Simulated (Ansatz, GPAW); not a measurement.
# SrO: 3 runs at one level of theory

```
Sr O
1.0
     0.00000    2.56630    2.56630
     2.56630    0.00000    2.56630
     2.56630    2.56630    0.00000
Sr O
1 1
Direct
  0.50000 0.50000 0.50000
  0.00000 0.00000 0.00000
```

Alike in all runs: task single point; functional PBE; k mesh 9 × 9 × 9; occupations gaussian, width 0.025 eV; no spin polarisation; no spin-orbit coupling. Pressure is positive in compression and, in plane waves, holds the error of the finite cutoff, which Ansatz's Pulay term estimates and takes out.

```
                        program and potentials  plane-wave cutoff (eV)                             notes  pressure (GPa)
                            Ansatz, Ansatz PAW                     420  Pulay term of +0.37 GPa included            3.32
Ansatz, all-electron LAPW, scalar-relativistic                       -                                 -            3.33
    GPAW, GPAW PAW data sets (gpaw-data 1.2.1)                     800                                 -            3.83
```

The pressure spans 3.32 (Ansatz, Ansatz PAW) to 3.83 GPa (GPAW, GPAW PAW data sets (gpaw-data 1.2.1)), with all-electron results at 3.33.

Differences between rows come from potentials, basis sets and numerical settings, since the functional is the same but for its coding. Runs on potential files found faulty are left out.
